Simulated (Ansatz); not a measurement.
Run on V (bcc type): DFT, PBE, all-electron LAPW, scalar-relativistic (Ansatz 0.2.0). This run: bcc relaxed under pressure.

The cell comes from a relaxation on PAW files under the same functional.

Command: `ansatz run input.yaml --threads 2 --pin off --max-ram 5120MiB --backend cpu --events-out ev --progress --plain --runs-dir out` It took 15 s on 2 threads of Arm Neoverse V1, with other jobs on the host, peak memory 0.4 GiB.

```yaml
crystal:
  lattice:
    - [-1.3260621413, 1.3260621413, 1.3260621413]
    - [1.3260621413, -1.3260621413, 1.3260621413]
    - [1.3260621413, 1.3260621413, -1.3260621413]
  atoms:
    - { symbol: V, position: [0.0, 0.0, 0.0] }
kpoints:
  mp_grid: { grid: [20, 20, 20] }
scf:
  occupations: { method: fermi_dirac, width: 0.1 }
hamiltonian:
  xc: pbe
  pseudopotentials: { kind: all_electron, lapw: { basis_error: 0.0005 } }
output:
  forces: true
  stress: true
  eigenvalues: true
relax:
  f_tol: 0.005
  max_steps: 12
  cell: { p_target: 130.0, stress_tol: 0.065 }
```

Output:

```
The last accepted step is kept in <dir> (removed where the run ends without a failure and the disk answers)
LAPW: plane waves up to 10.214 Å⁻¹, error target 5.0e-4 eV per atom; small_component_spin mean_spin; V in spheres of 1.114 Å, 19 of its electrons in bands, Dirac shells [] (how accurate: hamiltonian.pseudopotentials.lapw.basis_error, Limitations)
Engine: ansatz 0.2.0
Pseudopotentials: kind: all_electron
Pseudopotential: V, LAPW, valence charge 19, lapw/all_electron/scalar/gaussian/V, Koelling and Harmon's equation, gaussian nucleus
Functional definition: PBE
  parameter kappa = 0.804
  parameter beta = 0.06672455060314922
  exchange = pbe_x(kappa = kappa, mu = beta*pi^2/3)
  correlation = pbe_c(beta = beta)
Crystal: 1 atoms, lattice volume = 9.327 Å³
Basis set: ecut = 397.4967747206309 eV, 177 PW (Γ), exchange–correlation at level 2
Bands: 14, of which v1, the nominal top of the filled ones, is band 10 counted from 1 (9 counted from 0)
Symmetry: 48 space group operations
Space group: Im-3m (ITA 229), of the structure as read, at distance tolerance 2.1e-5 Å
k-points: 256 of 8000
Non-local potential: V, projectors of the file, none
Initial density: superposition of atomic densities (chi_scale 0.1, normalization cell)
Initial wavefunctions: plane waves of lowest kinetic energy (no species holds an atomic orbital)
Functional: x = pbe(κ = 0.804, μ = 0.2195149727645171), c = pbe(β = 0.06672455060314922)
iter 1 solved again at ethr=3.43e-4 eV; its pass at ethr=1.00e-1 eV (dr2=6.52e-2 eV) is discarded
SCF iter   1: F=—  HF=-25831.013190 eV  |F-HF|=—  |Δ(HF+E_count)|=         —  Δρ=3.91e-2  dr2=6.55e-2  ethr=3.43e-4  ⟨swp⟩=2.9  Hψ=23335  notcnv=0
preconditioner: auto → none  [metal: Δε(μ)=0.024 eV  Ē_g=28.599 eV  σ=0.100 eV  W_gap=0.06  n_scr=0 (ndim 8)  ℏωp=40.3 eV  f_vac=0.000  D(μ)=1.10/eV (n_scr^D=12)]
iter 2 solved again at ethr=4.90e-6 eV; its pass at ethr=3.43e-4 eV (dr2=9.30e-4 eV) is discarded
SCF iter   2: F=—  HF=-25830.852027 eV  |F-HF|=—  |Δ(HF+E_count)|=   1.61e-1  Δρ=5.82e-3  dr2=9.33e-4  ethr=4.90e-6  ⟨swp⟩=2.1  Hψ=18500  notcnv=0
SCF iter   3: F=—  HF=-25830.846399 eV  |F-HF|=—  |Δ(HF+E_count)|=         —  Δρ=4.66e-3  dr2=6.59e-4  ethr=4.90e-6  ⟨swp⟩=2.8  Hψ=10580  notcnv=0
the basis was enlarged: its passes take 564.4 KiB over the memory plan, 2 of 2 planned eigensolver slots
SCF iter   4: F=—  HF=-25830.846614 eV  |F-HF|=—  |Δ(HF+E_count)|=   2.15e-4  Δρ=3.90e-4  dr2=4.07e-6  ethr=3.47e-6  ⟨swp⟩=2.0  Hψ=10189  notcnv=0
SCF iter   5: F=-25830.846617 eV  HF=-25830.846617 eV  |F-HF|=2.27e-9  |Δ(HF+E_count)|=   3.20e-6  Δρ=2.50e-5  dr2=2.12e-8  ethr=2.14e-8  ⟨swp⟩=2.0  Hψ=10189  notcnv=0
SCF 1 converged in 5 iterations: F = -25830.846617 eV  dr2 = 2.12e-8
relax step   1: F+E_penalty+E_count = -25830.84661683 eV  Δ(F+E_penalty+E_count) = +0.000e0 eV  max|allowed force component| = 0.000e0 eV/Å  Δτ_max = 0.0000 Å  P = +130.033 GPa  Ω = 9.327 Å³  (5 SCF iters, accepted)
Initial density: handed on by an earlier stage of this run
Initial wavefunctions: those handed on with the density
iter 1 solved again at ethr=1.11e-10 eV; its pass at ethr=1.00e-1 eV (dr2=2.12e-8 eV) is discarded
SCF iter   1: F=—  HF=-25830.846617 eV  |F-HF|=—  |Δ(HF+E_count)|=         —  Δρ=2.50e-5  dr2=2.12e-8  ethr=1.11e-10  ⟨swp⟩=4.1  Hψ=17610  notcnv=0
preconditioner: auto → none  [metal: Δε(μ)=0.010 eV  Ē_g=28.638 eV  σ=0.100 eV  W_gap=0.03  n_scr=0 (ndim 8)  ℏωp=40.3 eV  f_vac=0.000  D(μ)=1.17/eV (n_scr^D=18)]
SCF iter   2: F=-25830.846617 eV  HF=-25830.846617 eV  |F-HF|=5.09e-9  |Δ(HF+E_count)|=   1.47e-8  Δρ=1.00e-5  dr2=2.81e-9  ethr=1.11e-10  ⟨swp⟩=2.0  Hψ=10189  notcnv=0
SCF 2 converged in 2 iterations: F = -25830.846617 eV  dr2 = 2.81e-9
relax step   2: F+E_penalty+E_count = -25830.84661684 eV  Δ(F+E_penalty+E_count) = -1.373e-8 eV  max|allowed force component| = 0.000e0 eV/Å  Δτ_max = 0.0000 Å  P = +130.032 GPa  Ω = 9.327 Å³  stress off target by 3.17e-2 GPa  SCF on the basis re-selected at this cell (its energy is not comparable with the rows above)  (2 SCF iters)
basis re-selected at this cell: Δ(F+E_penalty+E_count) = -1.373e-8 eV, ΔP = -0.001 GPa vs the last step (what re-selecting the basis moved, after the strain that the cell walked since its last selection, with what the two solves' SCF thresholds leave and, on support functions, any second-order correction that the steps lacked; it is no measure of the basis error at this ecutwfc). This SCF's stress stands 3.17e-2 GPa from its target on what of the cell is left free (relax.cell.stress_tol is 6.50e-2 GPa) and its largest allowed force component is 0.00e0 eV/Å (relax.f_tol is 5.00e-3 eV/Å): within both
SCF converged after 2 iterations
Free energy (F): -25830.846617 eV
Harris-Foulkes:  -25830.846617 eV  (|F-HF|=5.09e-9)
Internal energy: -25830.808147 eV  (E = F + TS)
E sigma→0 (E₀):  -25830.827382 eV
Entropy (-TS):   -0.038470 eV (-38.470 meV/atom)
Fermi energy:    25.764660 eV
--- Per-component energies (eV) ---
  E_band       = -2841.344655
  E_kinetic    = 26127.676756
  E_xc         = -1242.382888
  E_electrostatic = -50716.102016  (all electrons and nuclei)
  E_smearing   = -0.038470  (= −TS)
  E_closure    = 0.000000  (closes the sum)
  E_atoms      = -25823.683572  (free atoms, spherical and without spin; not in F)
  Σ components = -25830.846617   (vs F -25830.846617, Δ=0.00e0)
  Basis errors (estimates in eV, not in F): energy 1.4e-4 per atom: plane waves 1.2e-4 (6.3e-5 summed), levels above the bands 6.9e-66, relativity 1.8e-8, radial functions 2.2e-5, core shells 7.5e-7; eigenvalues (radial functions only) 1.1e-6; not estimated: angular momenta, meshes, grids; target (lapw.basis_error) 5.0e-4; muffin-tin radii V 1.114 Å
--- Forces (eV/Å), atoms counted from 1 ---
  atom   1  V      0.00000000    -0.00000000     0.00000000
  max |Σ_I F_I| component: 4.93e-32 eV/Å
--- Stress (GPa, compression-positive) ---
      130.031706      -0.000000      -0.000000
       -0.000000     130.031706      -0.000000
       -0.000000      -0.000000     130.031706
  P = ⅓ Tr σ = 130.0317 GPa (1300.317 kbar)
--- Band table (eV; the first three rows and the last of 256) ---
  k-point 0: bands = ["-469.5176", "-469.5176", "-469.5176", "-37.9214", "-10.1010", "-10.1010", "-10.1010", "18.8187", "26.0441", "26.0441", "26.0441", "29.1813", "29.1813", "49.1810"]
  k-point 1: bands = ["-469.5176", "-469.5176", "-469.5176", "-37.9034", "-10.1721", "-10.1211", "-10.1021", "18.9648", "25.9691", "26.0299", "26.1631", "29.0843", "29.1849", "49.1820"]
  k-point 2: bands = ["-469.5176", "-469.5176", "-469.5176", "-37.8506", "-10.3763", "-10.1789", "-10.1053", "19.3838", "25.7566", "25.9695", "26.5139", "28.8558", "29.1989", "49.1093"]
  k-point 255: bands = ["-469.5176", "-469.5176", "-469.5176", "-36.6433", "-11.8303", "-11.8303", "-11.8303", "20.4583", "20.4583", "31.4913", "31.4913", "31.4913", "40.2402", "40.2402"]
--- Relaxed structure (1 steps of the walk, 1 accepted, 1 SCFs on fresh bases) ---
  F+E_penalty+E_count = -25830.84661684 eV   max|allowed force component| = 0.000e0 eV/Å   (the final SCF, on the basis selected at the relaxed cell)
  cell:  # Å, volume = 9.3272 Å³
    - [-1.3260621413, 1.3260621413, 1.3260621413]
    - [1.3260621413, -1.3260621413, 1.3260621413]
    - [1.3260621413, 1.3260621413, -1.3260621413]
  atoms:
    - { symbol: V, position: [0.0, 0.0, 0.0] }
```

Next run (hcp relaxed under pressure), as changes to the input before:

```diff
   lattice:
-    - [-1.3260621413, 1.3260621413, 1.3260621413]
-    - [1.3260621413, -1.3260621413, 1.3260621413]
-    - [1.3260621413, 1.3260621413, -1.3260621413]
+    - [2.2918158284, 0.0, 0.0]
+    - [-1.1459079142, 1.9847707282, 0.0]
+    - [0.0, 0.0, 4.1723599263]
   atoms:
-    - { symbol: V, position: [0.0, 0.0, 0.0] }
+    - { symbol: V, position: [0.3333333333, 0.6666666667, 0.25] }
+    - { symbol: V, position: [0.6666666667, 0.3333333333, 0.75] }
 kpoints:
-  mp_grid: { grid: [20, 20, 20] }
+  mp_grid: { grid: [18, 18, 10] }
 scf:
```

Results part of the output:

```
basis re-selected at this cell: Δ(F+E_penalty+E_count) = +3.940e-8 eV, ΔP = -0.000 GPa vs the last step (what re-selecting the basis moved, after the strain that the cell walked since its last selection, with what the two solves' SCF thresholds leave and, on support functions, any second-order correction that the steps lacked; it is no measure of the basis error at this ecutwfc). This SCF's stress stands 1.36e-2 GPa from its target on what of the cell is left free (relax.cell.stress_tol is 6.50e-2 GPa) and its largest allowed force component is 7.86e-17 eV/Å (relax.f_tol is 5.00e-3 eV/Å): within both
SCF converged after 2 iterations
Free energy (F): -51661.069169 eV
Harris-Foulkes:  -51661.069169 eV  (|F-HF|=1.46e-11)
Internal energy: -51660.996267 eV  (E = F + TS)
E sigma→0 (E₀):  -51661.032718 eV
Entropy (-TS):   -0.072903 eV (-36.451 meV/atom)
Fermi energy:    25.748901 eV
--- Per-component energies (eV) ---
  E_band       = -5698.317636
  E_kinetic    = 52255.524688
  E_xc         = -2484.527677
  E_electrostatic = -101431.993277  (all electrons and nuclei)
  E_smearing   = -0.072903  (= −TS)
  E_closure    = 0.000000  (closes the sum)
  E_atoms      = -51647.367143  (free atoms, spherical and without spin; not in F)
  Σ components = -51661.069169   (vs F -51661.069169, Δ=0.00e0)
  Basis errors (estimates in eV, not in F): energy 1.4e-4 per atom: plane waves 1.2e-4 (6.5e-5 summed), levels above the bands 7.6e-13, relativity 1.8e-8, radial functions 1.8e-5, core shells 8.0e-7; eigenvalues (radial functions only) 3.1e-7; not estimated: angular momenta, meshes, grids; target (lapw.basis_error) 5.0e-4; muffin-tin radii V 1.111 Å
--- Forces (eV/Å), atoms counted from 1 ---
  atom   1  V      0.00000000    -0.00000000     0.00000000
  atom   2  V     -0.00000000     0.00000000    -0.00000000
  max |Σ_I F_I| component: 9.25e-18 eV/Å
--- Stress (GPa, compression-positive) ---
      130.005561       0.000000       0.000000
        0.000000     130.005561      -0.000000
        0.000000      -0.000000     129.986356
  P = ⅓ Tr σ = 129.9992 GPa (1299.992 kbar)
--- Band table (eV; the first three rows and the last of 222) ---
  k-point 0: bands = ["-469.9459", "-469.9459", "-469.9345", "-469.9345", "-469.9345", "-469.9345", "-38.3412", "-37.8708", "-12.9799", "-10.8920", "-10.5691", "-10.5691", "-10.4015", "-10.4015", "18.3623", "21.2782", "24.4390", "25.9193", "25.9193", "26.4594", "26.4594", "26.7223", "28.4379"]
  k-point 1: bands = ["-469.9459", "-469.9459", "-469.9345", "-469.9345", "-469.9345", "-469.9345", "-38.3301", "-37.8828", "-12.9319", "-10.9469", "-10.5650", "-10.5650", "-10.4057", "-10.4057", "18.4843", "21.2927", "24.3965", "25.9094", "25.9094", "26.4270", "26.4270", "26.4795", "28.5088"]
  k-point 2: bands = ["-469.9459", "-469.9459", "-469.9345", "-469.9345", "-469.9345", "-469.9345", "-38.2979", "-37.9174", "-12.7918", "-11.1047", "-10.5532", "-10.5532", "-10.4176", "-10.4176", "18.8376", "21.3196", "24.2813", "25.8531", "25.8908", "25.8908", "26.3390", "26.3390", "28.7038"]
  k-point 221: bands = ["-469.9459", "-469.9459", "-469.9345", "-469.9345", "-469.9345", "-469.9345", "-37.3670", "-37.3670", "-12.5321", "-12.5321", "-12.2934", "-12.2934", "-11.1676", "-11.1676", "22.9278", "22.9278", "23.1994", "23.1994", "25.3040", "25.3040", "27.0195", "27.0195", "30.2434"]
--- Relaxed structure (2 steps of the walk, 2 accepted, 1 SCFs on fresh bases) ---
  F+E_penalty+E_count = -51661.06916940 eV   max|allowed force component| = 7.864e-17 eV/Å   (the final SCF, on the basis selected at the relaxed cell)
  cell:  # Å, volume = 18.9768 Å³
    - [2.2917742953576106, 0.0, 1.2065807670988714e-35]
    - [-1.1458871476788053, 1.9847347595198719, -6.032903835494357e-36]
    - [3.1380539757976065e-35, 0.0, 4.172035597013249]
  atoms:
    - { symbol: V, position: [0.33333333333333337, 0.6666666666666667, 0.25] }
    - { symbol: V, position: [0.6666666666666667, 0.33333333333333337, 0.7500000000000001] }
```

Next run (sc relaxed under pressure), as changes to the input before:

```diff
   lattice:
-    - [2.2918158284, 0.0, 0.0]
-    - [-1.1459079142, 1.9847707282, 0.0]
-    - [0.0, 0.0, 4.1723599263]
+    - [2.126648277, 0.0, 0.0]
+    - [0.0, 2.126648277, 0.0]
+    - [0.0, 0.0, 2.126648277]
   atoms:
-    - { symbol: V, position: [0.3333333333, 0.6666666667, 0.25] }
-    - { symbol: V, position: [0.6666666667, 0.3333333333, 0.75] }
+    - { symbol: V, position: [0.0, 0.0, 0.0] }
 kpoints:
-  mp_grid: { grid: [18, 18, 10] }
+  mp_grid: { grid: [18, 18, 18] }
 scf:
```

Results part of the output:

```
basis re-selected at this cell: Δ(F+E_penalty+E_count) = -8.873e-9 eV, ΔP = -0.001 GPa vs the last step (what re-selecting the basis moved, after the strain that the cell walked since its last selection, with what the two solves' SCF thresholds leave and, on support functions, any second-order correction that the steps lacked; it is no measure of the basis error at this ecutwfc). This SCF's stress stands 7.37e-4 GPa from its target on what of the cell is left free (relax.cell.stress_tol is 6.50e-2 GPa) and its largest allowed force component is 0.00e0 eV/Å (relax.f_tol is 5.00e-3 eV/Å): within both
SCF converged after 2 iterations
Free energy (F): -25829.804329 eV
Harris-Foulkes:  -25829.804329 eV  (|F-HF|=9.24e-9)
Internal energy: -25829.777130 eV  (E = F + TS)
E sigma→0 (E₀):  -25829.790729 eV
Entropy (-TS):   -0.027200 eV (-27.200 meV/atom)
Fermi energy:    25.201282 eV
--- Per-component energies (eV) ---
  E_band       = -3996.895407
  E_kinetic    = 26127.218789
  E_xc         = -1243.166699
  E_electrostatic = -50713.829220  (all electrons and nuclei)
  E_smearing   = -0.027200  (= −TS)
  E_closure    = 0.000000  (closes the sum)
  E_atoms      = -25823.683572  (free atoms, spherical and without spin; not in F)
  Σ components = -25829.804329   (vs F -25829.804329, Δ=0.00e0)
  Basis errors (estimates in eV, not in F): energy 2.0e-4 per atom: plane waves 1.9e-4 (1.0e-4 summed), levels above the bands 2.9e-66, relativity 2.5e-8, radial functions 1.5e-5, core shells 3.1e-17; eigenvalues (radial functions only) 3.9e-7; not estimated: angular momenta, meshes, grids; target (lapw.basis_error) 5.0e-4; muffin-tin radii V 1.031 Å
--- Forces (eV/Å), atoms counted from 1 ---
  atom   1  V      0.00000000     0.00000000     0.00000000
  max |Σ_I F_I| component: 1.31e-31 eV/Å
--- Stress (GPa, compression-positive) ---
      130.000737      -0.000000      -0.000000
       -0.000000     130.000737       0.000000
       -0.000000       0.000000     130.000737
  P = ⅓ Tr σ = 130.0007 GPa (1300.007 kbar)
--- Band table (eV; the first three rows and the last of 220) ---
  k-point 0: bands = ["-569.7274", "-470.2194", "-470.2194", "-470.2194", "-39.0973", "-10.9284", "-10.9284", "-10.9284", "18.1525", "21.2566", "21.2566", "30.7664", "30.7664", "30.7664", "49.3644"]
  k-point 1: bands = ["-569.7274", "-470.2194", "-470.2194", "-470.2194", "-39.0777", "-11.0389", "-10.9190", "-10.9190", "18.2876", "21.2921", "21.4034", "30.6308", "30.6308", "30.7766", "48.4397"]
  k-point 2: bands = ["-569.7274", "-470.2194", "-470.2194", "-470.2194", "-39.0209", "-11.3523", "-10.8918", "-10.8918", "18.6656", "21.3955", "21.8405", "30.2532", "30.2532", "30.8057", "46.5073"]
  k-point 219: bands = ["-569.7274", "-470.2194", "-470.2194", "-470.2194", "-37.1571", "-13.0999", "-13.0999", "-13.0999", "21.2029", "21.2029", "21.2029", "33.1934", "33.1934", "35.8328", "46.5948"]
--- Relaxed structure (2 steps of the walk, 2 accepted, 1 SCFs on fresh bases) ---
  F+E_penalty+E_count = -25829.80432928 eV   max|allowed force component| = 0.000e0 eV/Å   (the final SCF, on the basis selected at the relaxed cell)
  cell:  # Å, volume = 9.6152 Å³
    - [2.12644062369323, 4.9762594184810166e-37, -2.0061770254033706e-36]
    - [4.9762594184810166e-37, 2.12644062369323, 0.0]
    - [-2.0061770254033706e-36, 0.0, 2.12644062369323]
  atoms:
    - { symbol: V, position: [0.0, 0.0, 0.0] }
```

Next run (omega relaxed under pressure), as changes to the input before:

```diff
   lattice:
-    - [2.126648277, 0.0, 0.0]
-    - [0.0, 2.126648277, 0.0]
-    - [0.0, 0.0, 2.126648277]
+    - [3.9236134086, 0.0, 0.0]
+    - [-1.9618067043, 3.3979488865, 0.0]
+    - [0.0, 0.0, 2.1219378292]
   atoms:
+    - { symbol: V, position: [0.3333333333, 0.6666666667, 0.5] }
+    - { symbol: V, position: [0.6666666667, 0.3333333333, 0.5] }
 kpoints:
-  mp_grid: { grid: [18, 18, 18] }
+  mp_grid: { grid: [10, 10, 13] }
 scf:
```

Results part of the output:

```
basis re-selected at this cell: Δ(F+E_penalty+E_count) = -6.257e-8 eV, ΔP = -0.000 GPa vs the last step (what re-selecting the basis moved, after the strain that the cell walked since its last selection, with what the two solves' SCF thresholds leave and, on support functions, any second-order correction that the steps lacked; it is no measure of the basis error at this ecutwfc). This SCF's stress stands 2.98e-2 GPa from its target on what of the cell is left free (relax.cell.stress_tol is 6.50e-2 GPa) and its largest allowed force component is 2.27e-16 eV/Å (relax.f_tol is 5.00e-3 eV/Å): within both
SCF converged after 3 iterations
Free energy (F): -77492.080581 eV
Harris-Foulkes:  -77492.080581 eV  (|F-HF|=3.73e-9)
Internal energy: -77491.999198 eV  (E = F + TS)
E sigma→0 (E₀):  -77492.039890 eV
Entropy (-TS):   -0.081383 eV (-27.128 meV/atom)
Fermi energy:    25.643695 eV
--- Per-component energies (eV) ---
  E_band       = -11960.280928
  E_kinetic    = 78383.304032
  E_xc         = -3727.148735
  E_electrostatic = -152148.154495  (all electrons and nuclei)
  E_smearing   = -0.081383  (= −TS)
  E_closure    = 0.000000  (closes the sum)
  E_atoms      = -77471.050715  (free atoms, spherical and without spin; not in F)
  Σ components = -77492.080581   (vs F -77492.080581, Δ=0.00e0)
[... lines left out ...]
        0.000000       0.000000     129.970196
  P = ⅓ Tr σ = 129.9927 GPa (1299.927 kbar)
--- Band table (eV; the first three rows and the last of 98) ---
  k-point 0: bands = ["-569.4106", "-569.3788", "-569.3788", "-469.8768", "-469.8768", "-469.8722", "-469.8722", "-469.8722", "-469.8722", "-469.8670", "-469.8186", "-469.8186", "-38.3441", "-37.6889", "-37.6052", "-12.5056", "-12.5056", "-12.1709", "-12.1709", "-10.7051", "-10.7051", "-10.3167", "-9.9568", "-9.9052", "18.5117", "21.6317", "23.9861", "23.9861", "23.9911", "23.9911", "24.0795", "24.3298", "26.1699", "26.1699", "28.9739", "28.9739", "28.9827", "28.9827"]
  k-point 1: bands = ["-569.4106", "-569.3788", "-569.3788", "-469.8768", "-469.8768", "-469.8722", "-469.8722", "-469.8722", "-469.8722", "-469.8670", "-469.8186", "-469.8186", "-38.3014", "-37.6592", "-37.5709", "-12.4765", "-12.4765", "-12.1302", "-12.1302", "-10.7002", "-10.7002", "-10.5115", "-10.1579", "-10.0879", "18.7553", "21.9841", "23.8246", "23.8246", "23.8983", "23.8983", "24.5049", "24.6891", "26.1948", "26.1948", "28.7348", "28.7348", "28.8805", "28.8805"]
  k-point 2: bands = ["-569.4106", "-569.3788", "-569.3788", "-469.8768", "-469.8768", "-469.8722", "-469.8722", "-469.8722", "-469.8722", "-469.8670", "-469.8186", "-469.8186", "-38.1808", "-37.5769", "-37.4746", "-12.3950", "-12.3950", "-12.0138", "-12.0138", "-11.0361", "-10.7016", "-10.6895", "-10.6895", "-10.5826", "19.4251", "22.9348", "23.3241", "23.3241", "23.6081", "23.6081", "25.7075", "25.7467", "26.2817", "26.2817", "28.0838", "28.0838", "28.7605", "28.7605"]
  k-point 97: bands = ["-569.4106", "-569.3788", "-569.3788", "-469.8768", "-469.8768", "-469.8722", "-469.8722", "-469.8722", "-469.8722", "-469.8670", "-469.8186", "-469.8186", "-37.2825", "-37.2153", "-37.2080", "-13.3827", "-13.1851", "-13.0887", "-11.9204", "-11.5113", "-11.3160", "-11.1795", "-11.1378", "-10.6014", "20.1847", "22.2169", "22.5172", "22.6984", "23.0248", "24.1349", "25.5394", "26.0408", "26.2837", "27.0194", "27.2317", "30.4764", "30.7113", "31.1044"]
--- Relaxed structure (2 steps of the walk, 2 accepted, 1 SCFs on fresh bases) ---
  F+E_penalty+E_count = -77492.08058105 eV   max|allowed force component| = 2.267e-16 eV/Å   (the final SCF, on the basis selected at the relaxed cell)
  cell:  # Å, volume = 28.2837 Å³
    - [3.923336810372779, 0.0, -5.1666243837374195e-36]
    - [-1.9616684051863895, 3.3977093453854375, -1.891115776260015e-36]
    - [-2.794173275341637e-36, -2.794173275341637e-36, 2.1217523546392494]
  atoms:
    - { symbol: V, position: [1.9721649633600833e-35, 9.446531857524823e-36, 0.0] }
    - { symbol: V, position: [0.3333333333333333, 0.6666666666666666, 0.5] }
    - { symbol: V, position: [0.6666666666666666, 0.3333333333333333, 0.5] }
```
